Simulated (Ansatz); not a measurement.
Steps from a short run of molecular dynamics on a 2×2×2 supercell (16 atoms) of InSb (CsCl type), relaxed with r2SCAN; forces from r2SCAN in the plane-wave code Ansatz, 2×2×2 mesh, Fermi-Dirac smearing of 0.039 eV, a Nosé-Hoover thermostat at fixed volume, set at 450 K. Computed, non-magnetic; the trajectory is short and the cell small, so nothing here is a converged average. The structure comes from a prototype and may be hypothetical.

Cell vectors in Å:
```
7.5380 0.0000 0.0000
0.0000 7.5380 0.0000
0.0000 0.0000 7.5380
```

Q: At 12 fs the positions in Å are
```
In   0.014  -0.018   0.000
Sb   1.881   1.898   1.862
In   0.007  -0.009   3.783
Sb   1.898   1.926   5.680
In   0.008   3.759   0.043
Sb   1.872   5.663   1.871
In   0.002   3.732   3.757
Sb   1.894   5.639   5.640
In   3.776   0.004  -0.032
Sb   5.671   1.920   1.875
In   3.755  -0.054   3.749
Sb   5.653   1.887   5.668
In   3.752   3.800  -0.014
Sb   5.670   5.648   1.912
In   3.748   3.746   3.759
Sb   5.626   5.679   5.671
```
What are the forces, and how far does the free energy (smearing included) lie above that of step 0, with the atoms on their sites?

A: 1.3 meV an atom; forces in eV/Å:
```
In  -0.002   0.012  -0.008
Sb   0.074  -0.051   0.039
In   0.015   0.043   0.004
Sb  -0.032  -0.067  -0.017
In  -0.036   0.067  -0.129
Sb   0.044  -0.046  -0.050
In   0.005   0.085   0.095
Sb  -0.113  -0.020   0.017
In  -0.025   0.030   0.097
Sb  -0.099  -0.081  -0.038
In  -0.004   0.128  -0.018
Sb   0.019   0.061  -0.024
In   0.055   0.005   0.069
Sb  -0.040  -0.017  -0.053
In   0.038   0.000  -0.019
Sb   0.101  -0.150   0.034
```

Q: At 24 fs the positions in Å are
```
In   0.028  -0.035   0.000
Sb   1.878   1.911   1.841
In   0.015  -0.017   3.797
Sb   1.910   1.967   5.707
In   0.015   3.750   0.085
Sb   1.860   5.672   1.857
In   0.004   3.697   3.747
Sb   1.902   5.625   5.626
In   3.784   0.007  -0.062
Sb   5.688   1.955   1.865
In   3.742  -0.106   3.729
Sb   5.653   1.890   5.683
In   3.736   3.831  -0.027
Sb   5.687   5.643   1.939
In   3.727   3.723   3.749
Sb   5.599   5.703   5.690
```
What are the forces, and how far does the free energy (smearing included) lie above that of step 0, with the atoms on their sites?

A: 5.1 meV an atom; forces in eV/Å:
```
In  -0.010   0.033  -0.020
Sb   0.155  -0.111   0.082
In   0.027   0.085   0.007
Sb  -0.077  -0.137  -0.030
In  -0.069   0.135  -0.267
Sb   0.094  -0.085  -0.095
In   0.020   0.154   0.191
Sb  -0.229  -0.026   0.031
In  -0.066   0.071   0.189
Sb  -0.194  -0.168  -0.080
In  -0.005   0.232  -0.034
Sb   0.043   0.115  -0.041
In   0.117   0.005   0.146
Sb  -0.077  -0.030  -0.099
In   0.076  -0.003  -0.042
Sb   0.193  -0.271   0.062
```

Q: At 30 fs the positions in Å are
```
In   0.035  -0.044   0.000
Sb   1.877   1.917   1.830
In   0.019  -0.021   3.804
Sb   1.916   1.987   5.720
In   0.019   3.746   0.105
Sb   1.854   5.676   1.849
In   0.005   3.679   3.742
Sb   1.905   5.617   5.619
In   3.787   0.010  -0.077
Sb   5.696   1.972   1.860
In   3.735  -0.131   3.719
Sb   5.653   1.892   5.690
In   3.729   3.846  -0.032
Sb   5.695   5.640   1.953
In   3.716   3.712   3.744
Sb   5.586   5.713   5.699
```
What are the forces, and how far does the free energy (smearing included) lie above that of step 0, with the atoms on their sites?

A: 7.7 meV an atom; forces in eV/Å:
```
In  -0.017   0.047  -0.028
Sb   0.196  -0.145   0.106
In   0.030   0.105   0.008
Sb  -0.103  -0.175  -0.037
In  -0.084   0.168  -0.338
Sb   0.119  -0.100  -0.113
In   0.028   0.183   0.237
Sb  -0.286  -0.022   0.035
In  -0.089   0.096   0.231
Sb  -0.240  -0.214  -0.100
In  -0.002   0.276  -0.039
Sb   0.057   0.138  -0.050
In   0.150   0.003   0.185
Sb  -0.092  -0.033  -0.117
In   0.095  -0.006  -0.053
Sb   0.236  -0.320   0.071
```

Q: At 42 fs the positions in Å are
```
In   0.049  -0.061  -0.001
Sb   1.877   1.927   1.810
In   0.027  -0.028   3.818
Sb   1.928   2.026   5.746
In   0.025   3.740   0.141
Sb   1.844   5.684   1.833
In   0.007   3.647   3.735
Sb   1.909   5.602   5.606
In   3.793   0.015  -0.104
Sb   5.709   2.004   1.848
In   3.721  -0.179   3.698
Sb   5.654   1.897   5.703
In   3.715   3.877  -0.042
Sb   5.710   5.634   1.978
In   3.697   3.689   3.733
Sb   5.563   5.732   5.719
```
What are the forces, and how far does the free energy (smearing included) lie above that of step 0, with the atoms on their sites?

A: 13.9 meV an atom; forces in eV/Å:
```
In  -0.041   0.082  -0.047
Sb   0.269  -0.218   0.159
In   0.030   0.143   0.010
Sb  -0.154  -0.253  -0.052
In  -0.112   0.231  -0.475
Sb   0.167  -0.127  -0.141
In   0.043   0.230   0.321
Sb  -0.388  -0.005   0.031
In  -0.137   0.150   0.307
Sb  -0.328  -0.312  -0.132
In   0.013   0.350  -0.040
Sb   0.086   0.171  -0.069
In   0.218  -0.006   0.261
Sb  -0.118  -0.033  -0.138
In   0.138  -0.010  -0.071
Sb   0.316  -0.394   0.077
```

Q: At 48 fs the positions in Å are
```
In   0.055  -0.069  -0.001
Sb   1.878   1.932   1.801
In   0.031  -0.030   3.826
Sb   1.933   2.044   5.758
In   0.027   3.738   0.158
Sb   1.840   5.687   1.824
In   0.008   3.631   3.733
Sb   1.909   5.595   5.599
In   3.795   0.019  -0.116
Sb   5.715   2.019   1.842
In   3.714  -0.202   3.687
Sb   5.654   1.901   5.710
In   3.709   3.893  -0.046
Sb   5.717   5.631   1.990
In   3.688   3.677   3.727
Sb   5.553   5.740   5.729
```
What are the forces, and how far does the free energy (smearing included) lie above that of step 0, with the atoms on their sites?

A: 17.2 meV an atom; forces in eV/Å:
```
In  -0.058   0.103  -0.058
Sb   0.297  -0.255   0.185
In   0.025   0.161   0.010
Sb  -0.176  -0.292  -0.059
In  -0.125   0.260  -0.538
Sb   0.186  -0.139  -0.151
In   0.047   0.248   0.356
Sb  -0.431   0.008   0.025
In  -0.160   0.178   0.338
Sb  -0.368  -0.360  -0.143
In   0.025   0.380  -0.036
Sb   0.100   0.182  -0.080
In   0.251  -0.013   0.294
Sb  -0.127  -0.030  -0.142
In   0.161  -0.011  -0.075
Sb   0.352  -0.419   0.074
```

Q: At 54 fs the positions in Å are
```
In   0.062  -0.077  -0.002
Sb   1.880   1.935   1.792
In   0.035  -0.032   3.833
Sb   1.937   2.061   5.771
In   0.029   3.736   0.172
Sb   1.836   5.690   1.815
In   0.010   3.616   3.732
Sb   1.908   5.587   5.593
In   3.797   0.022  -0.127
Sb   5.719   2.033   1.836
In   3.707  -0.223   3.676
Sb   5.655   1.904   5.716
In   3.704   3.908  -0.049
Sb   5.723   5.628   2.002
In   3.679   3.666   3.721
Sb   5.543   5.746   5.739
```
What are the forces, and how far does the free energy (smearing included) lie above that of step 0, with the atoms on their sites?

A: 20.4 meV an atom; forces in eV/Å:
```
In  -0.078   0.125  -0.069
Sb   0.318  -0.290   0.210
In   0.018   0.177   0.009
Sb  -0.194  -0.331  -0.066
In  -0.136   0.285  -0.596
Sb   0.203  -0.149  -0.157
In   0.049   0.263   0.384
Sb  -0.466   0.022   0.015
In  -0.181   0.204   0.364
Sb  -0.405  -0.407  -0.150
In   0.040   0.406  -0.028
Sb   0.113   0.190  -0.092
In   0.282  -0.021   0.324
Sb  -0.133  -0.025  -0.141
In   0.185  -0.010  -0.076
Sb   0.385  -0.438   0.068
```
